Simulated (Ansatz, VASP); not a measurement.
BN in VASP and in Ansatz

File INCAR:

```
SYSTEM = BN
PREC = Accurate
ENCUT = 520
EDIFF = 1E-7
ISMEAR = -1
SIGMA = 0.05
LREAL = .False.
LASPH = .True.
NELM = 60
ALGO = Normal
ISIF = 2
LWAVE = .False.
LCHARG = .True.
GGA = PE
LELF = .True.
LVHAR = .True.
NBANDS = 11
```

Contents of KPOINTS:

```
Automatic mesh
0
Gamma
  13 13 13
  0 0 0
```

Contents of POSCAR:

```
BN
1.0
    0.0000000000      3.4953158300      2.1660912400
    1.2516321000      0.0000000000      2.1660912400
    1.2516321000      3.4953158300      0.0000000000
N B
1 1
Direct
    0.6608190000      0.6974220000      0.3268340000
    0.0070130000      0.0078650000      0.9907430000
```

input.yaml

```yaml
crystal:
  lattice:
    - [0.0, 3.49531583, 2.16609124]
    - [1.2516321, 0.0, 2.16609124]
    - [1.2516321, 3.49531583, 0.0]
  atoms:
    - { symbol: "N", position: [0.660819, 0.697422, 0.326834] }
    - { symbol: B, position: [0.007013, 0.007865, 0.990743] }
hamiltonian:
  xc: pbe
  pseudopotentials: { kind: paw }
kpoints:
  mp_grid: { grid: [13, 13, 13] }
scf:
  occupations: { method: fermi_dirac, width: 0.05 }
output:
  forces: true
  stress: true
  eigenvalues: true
  write_density: true
  write_potential: true
  elf: true
  volumetric_format: npy
```

Change from the starting cell: atoms moved at random, drawn with an rms of 0.05 Å.

Alike in both runs: task single point; functional PBE; k mesh 13 × 13 × 13; occupations fermi-dirac, width 0.05 eV; no spin polarisation.

|  | VASP | Ansatz |
| --- | --- | --- |
| version | VASP 6.6.1 | Ansatz 0.2.0 |
| potentials or method | VASP PAW PBE potentials, release 64 (N, B) | Ansatz PAW |
| plane-wave cutoff (eV) | 520 | 420 |
| valence electrons in the cell | 8 | 8 |

VASP gave:

* gap on the k mesh at the Fermi level (eV): 3.72
* least direct gap on the mesh (eV): 4.65
* pressure (GPa): 3.7
* largest component of the traceless stress (GPa): 3.46
* rms of the force components (eV/Å): 0.920

Q: Estimate Ansatz's values.

A: gap on the k mesh at the Fermi level (eV): 3.73; least direct gap on the mesh (eV): 4.66; pressure (GPa): 3.7; largest component of the traceless stress (GPa): 3.35; rms of the force components (eV/Å): 0.922.

Atom by atom the forces differ by 0.003 eV/Å (rms over components). The functional is the same, so the differences come from potentials, cutoffs and numerics.

Caveats: an odd mesh through Γ misses points on the zone boundary, where band edges often lie (VASP); odd divisions of the mesh miss points on the zone boundary, where band edges often lie, so the gap on the mesh can be too wide (Ansatz); the pressure holds a Pulay correction of +0.6 GPa for the finite cutoff (Ansatz).
